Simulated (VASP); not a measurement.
Output of a VASP run:

OUTCAR:
```
 ion  position               nearest neighbor table
   1  0.000  0.000  0.000-   3 2.67   4 2.67   5 2.67   3 2.67   4 2.67   4 2.67   5 2.67   4 2.67
                             3 2.67   5 2.67   3 2.67   5 2.67   2 3.27   2 3.27   2 3.27   2 3.27
   2  0.500  0.500  0.500-   3 1.89   4 1.89   5 1.89   5 1.89   3 1.89   4 1.89   1 3.27   1 3.27
                             1 3.27   1 3.27   1 3.27   1 3.27   1 3.27   1 3.27
   3  0.500  0.000  0.500-   2 1.89   2 1.89   1 2.67   1 2.67   1 2.67   1 2.67
   4  0.000  0.500  0.500-   2 1.89   2 1.89   1 2.67   1 2.67   1 2.67   1 2.67
   5  0.500  0.500  0.000-   2 1.89   2 1.89   1 2.67   1 2.67   1 2.67   1 2.67
  LATTYP: Found a simple cubic cell.
 ALAT       =     3.7713465549
 Subroutine PRICEL returns:
 Original cell was already a primitive cell.
 Subroutine GETGRP returns: Found 48 space group operations
The static configuration has the point symmetry O_h .
The dynamic configuration has the point symmetry O_h .
 Subroutine INISYM returns: Found 48 space group operations
 Subroutine IBZKPT returns following result:
 Found     10 irreducible k-points:

 Following reciprocal coordinates:
            Coordinates               Weight
  0.000000  0.000000  0.000000      1.000000
  0.200000  0.000000  0.000000      6.000000
  0.400000  0.000000  0.000000      6.000000
  0.200000  0.200000  0.000000     12.000000
  0.400000  0.200000  0.000000     24.000000
  0.400000  0.400000  0.000000     12.000000
  0.200000  0.200000  0.200000      8.000000
  0.400000  0.200000  0.200000     24.000000
  0.400000  0.400000  0.200000     24.000000
  0.400000  0.400000  0.400000      8.000000
   k-points           NKPTS =     10   k-points in BZ     NKDIM =     10   number of bands    NBANDS=     20
   number of dos      NEDOS =    301   number of ions     NIONS =      5
   total plane-waves  NPLWV =  21952
   dimension x,y,z NGX =    28 NGY =   28 NGZ =   28
   dimension x,y,z NGXF=    56 NGYF=   56 NGZF=   56
   ions per type =               1   1   3
   PREC   = accura    normal or accurate (medium, high low for compatibility)
   ISTART =      0    job   : 0-new  1-cont  2-samecut
   ICHARG =      2    charge: 1-file 2-atom 10-const
   ISPIN  =      1    spin polarized calculation?
   LNONCOLLINEAR =      F non collinear calculations
   LSORBIT =      F    spin-orbit coupling
   INIWAV =      1    electr: 0-lowe 1-rand  2-diag
   ENCUT  =  520.0 eV  38.22 Ry    6.18 a.u.   7.01  7.01  7.01*2*pi/ulx,y,z
   NELM   =    100;   NELMIN=  2; NELMDL= -5     # of ELM steps
   EDIFF  = 0.1E-05   stopping-criterion for ELM
   LREAL  =      F    real-space projection
   NLSPLINE    = F    spline interpolate recip. space projectors
   LMAXMIX     =    6 max onsite mixed and CHGCAR
   VOSKOWN=      0    Vosko Wilk Nusair interpolation
   EDIFFG = -.2E-01   stopping-criterion for IOM
   NSW    =     60    number of steps for IOM
   NBLOCK =      1;   KBLOCK =     60    inner block; outer block
   IBRION =      2    ionic relax: 0-MD 1-quasi-New 2-CG
   NFREE  =      1    steps in history (QN), initial steepest desc. (CG)
   ISIF   =      3    stress and relaxation
   ISYM   =      2    0-nonsym 1-usesym 2-fastsym
   TEIN   =    0.0    initial temperature
   TEBEG  =    0.0;   TEEND  =   0.0 temperature during run
   SMASS  =  -3.00    Nose mass-parameter (am)
   PSTRESS=    0.0 pullay stress
   NELECT =      32.0000    total number of electrons
   EFERMI =   0.00;   METHOD = LEGACY
   ISMEAR =     0;   SIGMA  =   0.05  broadening in eV -4-tet -1-fermi 0-gaus
   IALGO  =     38    algorithm
   LDIAG  =      T    sub-space diagonalisation (order eigenvalues)
   IMIX   =      4    mixing-type and parameters
     AMIX     =   0.40;   BMIX     =  1.00
     AMIX_MAG =   1.60;   BMIX_MAG =  1.00
     AMIN     =   0.10
   GGA     = PS    functional components
   VOSKOWN =     0    Vosko Wilk Nusair interpolation
   LHFCALC =     F    Hartree Fock is set to
   LHFONE  =     F    Hartree Fock one center treatment
   AEXX    =    0.0000 exact exchange contribution
   IVDW    =     0    specifies the selected vdW correction
   LEPSILON=     F    determine dielectric tensor
   LRPA    =     F    only Hartree local field effects (RPA)
  energy-cutoff  :      520.00
...
```

### OSZICAR
```
       N       E                     dE             d eps       ncg     rms          rms(c)
DAV:   1     0.294090630244E+03    0.29409E+03   -0.14071E+04   448   0.240E+03
DAV:   2     0.472789715486E+02   -0.24681E+03   -0.22564E+03   456   0.359E+02
DAV:   3    -0.372407599064E+02   -0.84520E+02   -0.81975E+02   624   0.187E+02
DAV:   4    -0.451762634541E+02   -0.79355E+01   -0.78519E+01   656   0.608E+01
DAV:   5    -0.459169758545E+02   -0.74071E+00   -0.73997E+00   608   0.171E+01    0.119E+01
DAV:   6    -0.421035440035E+02    0.38134E+01   -0.25324E+01   592   0.322E+01    0.489E+00
DAV:   7    -0.421157090840E+02   -0.12165E-01   -0.11275E+00   664   0.918E+00    0.250E+00
DAV:   8    -0.420921725459E+02    0.23537E-01   -0.12341E-01   616   0.373E+00    0.494E-01
DAV:   9    -0.420897849030E+02    0.23876E-02   -0.24680E-02   712   0.126E+00    0.188E-01
DAV:  10    -0.420902994284E+02   -0.51453E-03   -0.20155E-03   568   0.366E-01    0.479E-02
DAV:  11    -0.420903757736E+02   -0.76345E-04   -0.33075E-04   736   0.139E-01    0.288E-02
DAV:  12    -0.420904019616E+02   -0.26188E-04   -0.87788E-05   664   0.685E-02    0.165E-02
DAV:  13    -0.420904076750E+02   -0.57134E-05   -0.42465E-05   664   0.469E-02    0.466E-03
DAV:  14    -0.420904083098E+02   -0.63478E-06   -0.51548E-06   616   0.138E-02
   1 F= -.42090408E+02 E0= -.42090408E+02  d E =-.420904E+02
```

OUTCAR:
```
------------------------ aborting loop because EDIFF is reached ----------------------------------------
  FORCE on cell =-STRESS in cart. coord.  units (eV):
  Direction    XX          YY          ZZ          XY          YZ          ZX
  --------------------------------------------------------------------------------------
  Total       -0.0112405     -0.0112405     -0.0112405     -0.0000000      0.0000000     -0.0000000
  in kB       -0.3357444     -0.3357444     -0.3357444     -0.0000000      0.0000000     -0.0000000
  external PRESSURE =      -0.3357444 kB  Pullay stress =       0.0000000 kB
  volume of cell :       53.64
      direct lattice vectors                 reciprocal lattice vectors
     3.771346555  0.000000000  0.000000000     0.265157281  0.000000000  0.000000000
     0.000000000  3.771346555  0.000000000     0.000000000  0.265157281  0.000000000
     0.000000000  0.000000000  3.771346555     0.000000000  0.000000000  0.265157281
 POSITION                                       TOTAL-FORCE (eV/Angst)
 -----------------------------------------------------------------------------------
      0.00000      0.00000      0.00000         0.000000      0.000000      0.000000
      1.88567      1.88567      1.88567         0.000000      0.000000      0.000000
      1.88567      0.00000      1.88567         0.000000      0.000000      0.000000
      0.00000      1.88567      1.88567         0.000000      0.000000      0.000000
      1.88567      1.88567      0.00000         0.000000      0.000000      0.000000
 -----------------------------------------------------------------------------------
    total drift:                                0.000000      0.000000      0.000000
  FREE ENERGIE OF THE ION-ELECTRON SYSTEM (eV)
  ---------------------------------------------------
  free  energy   TOTEN  =       -42.0904083098 eV

  energy  without entropy=      -42.0904083098  energy(sigma->0) =      -42.09040831

 reached required accuracy - stopping structural energy minimisation
```
(Selected blocks of OUTCAR.)

### POSCAR
```
LaAlO3
1
    3.7713465549     0.0000000000     0.0000000000
    0.0000000000     3.7713465549     0.0000000000
   -0.0000000000    -0.0000000000     3.7713465549
La Al O
1 1 3
Direct
  0.0000000000   0.0000000000   0.0000000000
  0.5000000000   0.5000000000   0.5000000000
  0.5000000000   0.0000000000   0.5000000000
  0.0000000000   0.5000000000   0.5000000000
  0.5000000000   0.5000000000   0.0000000000
```

Task: Write an INCAR and KPOINTS that could have produced this output.

Result: One answer among several that fit: the input of the run itself, PBEsol GGA, plane waves, VASP's PBE PAW potentials (set 64).

**KPOINTS**
```
K-points
0
gamma
  5 5 5
```

### INCAR
```
SYSTEM  =  LaAlO3
PREC  =  Accurate; ENCUT  =  520; LREAL  =  .FALSE.
LASPH  =  .TRUE.
EDIFF  =  1E-6; NELM  =  100; ALGO  =  Normal
LMAXMIX  =  6
ISMEAR  =  0; SIGMA  =  0.05
GGA  =  PS
IBRION  =  2; NSW  =  60; ISIF  =  3
EDIFFG  =  -0.02
LWAVE  =  .FALSE.; LCHARG  =  .FALSE.
```

POTCAR, in this order: La Al O (PBE.64 set). Program: vasp_std.

The compound is LaAlO3 in the cubic perovskite structure, the ideal cubic form; the compound distorts at low or room temperature. It was relaxed first. The start is the result of an earlier pass.
